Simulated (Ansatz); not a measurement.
# SiO2: the cost of one run

Method: DFT, PBE, plane-wave PAW, default files, scalar-relativistic, as far as a step names no other, in Ansatz 0.2.0.

## 1. The starting structure

It takes space group P-4n2 (No. 118, tetragonal). The conventional cell has a = 6.858 Å, b = 6.858 Å, c = 7.033 Å, α = 90.00°, β = 90.00°, γ = 90.00°. Around Si (site symmetry 1) lie 4 O at 1.61 to 1.63 Å. O (site symmetry 1) is surrounded by 2 Si at 1.61 to 1.62 Å. O (site symmetry 2) is surrounded by 2 Si at 1.62 Å. O (site symmetry 2) has 2 Si at 1.63 Å as nearest neighbours.

Coordinates:

```
CELL_PARAMETERS angstrom
6.85758 0.00000 0.00000
0.00000 6.85758 0.00000
0.00000 0.00000 7.03307
ATOMIC_POSITIONS crystal
Si 0.20582 0.45101 0.94918
Si 0.04899 0.29418 0.55082
Si 0.95101 0.70582 0.55082
Si 0.45101 0.79418 0.05082
Si 0.79418 0.54899 0.94918
Si 0.70582 0.04899 0.44918
Si 0.29418 0.95101 0.44918
Si 0.54899 0.20582 0.05082
O 0.15694 0.81802 0.58324
O 0.34306 0.31802 0.08324
O 0.65694 0.68198 0.08324
O 0.00000 0.50000 0.05028
O 0.16079 0.33921 0.75000
O 0.50000 0.00000 0.94972
O 0.68198 0.34306 0.91676
O 0.31802 0.65694 0.91676
O 0.00000 0.50000 0.44972
O 0.84306 0.18198 0.58324
O 0.50000 0.00000 0.55028
O 0.18198 0.15694 0.41676
O 0.81802 0.84306 0.41676
O 0.66079 0.16079 0.25000
O 0.33921 0.83921 0.25000
O 0.83921 0.66079 0.75000
```

## 2. Gradients at the starting positions

Contents of input.yaml:

```yaml
crystal:
  lattice:
    - [6.85758117, 0.0, 0.0]
    - [0.0, 6.85758117, 0.0]
    - [0.0, 0.0, 7.03307129]
  atoms:
    - { symbol: Si, position: [0.20581921, 0.45100694, 0.94917857] }
    - { symbol: Si, position: [0.04899306, 0.29418079, 0.55082143] }
    - { symbol: Si, position: [0.95100694, 0.70581921, 0.55082143] }
    - { symbol: Si, position: [0.45100694, 0.79418079, 0.05082143] }
    - { symbol: Si, position: [0.79418079, 0.54899306, 0.94917857] }
    - { symbol: Si, position: [0.70581921, 0.04899306, 0.44917857] }
    - { symbol: Si, position: [0.29418079, 0.95100694, 0.44917857] }
    - { symbol: Si, position: [0.54899306, 0.20581921, 0.05082143] }
    - { symbol: O, position: [0.15694319, 0.8180152, 0.5832383] }
    - { symbol: O, position: [0.34305681, 0.3180152, 0.0832383] }
    - { symbol: O, position: [0.65694319, 0.6819848, 0.0832383] }
    - { symbol: O, position: [0.0, 0.5, 0.05028089] }
    - { symbol: O, position: [0.16079087, 0.33920913, 0.75] }
    - { symbol: O, position: [0.5, 0.0, 0.94971911] }
    - { symbol: O, position: [0.6819848, 0.34305681, 0.9167617] }
    - { symbol: O, position: [0.3180152, 0.65694319, 0.9167617] }
    - { symbol: O, position: [0.0, 0.5, 0.44971911] }
    - { symbol: O, position: [0.84305681, 0.1819848, 0.5832383] }
    - { symbol: O, position: [0.5, 0.0, 0.55028089] }
    - { symbol: O, position: [0.1819848, 0.15694319, 0.4167617] }
    - { symbol: O, position: [0.8180152, 0.84305681, 0.4167617] }
    - { symbol: O, position: [0.66079087, 0.16079087, 0.25] }
    - { symbol: O, position: [0.33920913, 0.83920913, 0.25] }
    - { symbol: O, position: [0.83920913, 0.66079087, 0.75] }
kpoints:
  mp_grid: { grid: [4, 4, 3] }
scf:
  occupations: { method: fermi_dirac, width: 0.02 }
hamiltonian:
  xc: pbe
  pseudopotentials: { kind: paw }
output:
  forces: true
  stress: true
  populations: true
  efg: { quadrupole_moments_barn: { O: -0.02558 }, contact_densities: true }
  write_density: true
  write_potential: true
  elf: true
  volumetric_format: npy
```

Started as:

```bash
$ ansatz run input.yaml --threads 1 --pin off --max-ram 2560MiB --backend cpu --events-out ev --progress --plain --runs-dir out
```

What time and memory should one allow on 1 thread of Arm Neoverse V2, shared host?

About 46 s, with a peak of 0.62 GiB.
